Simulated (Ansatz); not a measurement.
## Kick test of a cell of SiMo3

The cell was reached from a generator's guess, though it ends in a space group that the part of the Crystallography Open Database at hand lists for this formula.

The calculation used DFT PBE, scalar-relativistic, plane waves, PAW (Ansatz). Plane waves to 420 eV, a k mesh through Γ of 6×6×6 on the computed 8-atom cell and Gaussian smearing (0.10 eV); no spin polarisation.

The cell below (8 atoms, space group Pm-3n (No. 223)) is relaxed within its symmetry.

```
CELL_PARAMETERS angstrom
4.90639 0.00000 0.00000
0.00000 4.90639 0.00000
0.00000 0.00000 4.90639
ATOMIC_POSITIONS crystal
Si 0.50000 0.50000 0.50000
Si 0.00000 0.00000 0.00000
Mo 0.00000 0.50000 0.75000
Mo 0.00000 0.50000 0.25000
Mo 0.50000 0.25000 0.00000
Mo 0.50000 0.75000 0.00000
Mo 0.25000 0.00000 0.50000
Mo 0.75000 0.00000 0.50000
```

For the test it was strained at random (σ = 1.5 % a component), the atoms were moved at random (σ = 0.10 Å), and all was relaxed again on a coarse 4×4×4 mesh (in the run’s order of axes) with 0.20 eV smearing, with no symmetry imposed.

Question: Is the structure stable against such a distortion?

Answer: It returns, within 1 meV/atom of the unmoved cell on that mesh and with the same symmetry when read at 0.1 Å. So it is stable against the distortions that fit this cell and that this random move excites. Modes that don't fit the cell aren't tested.
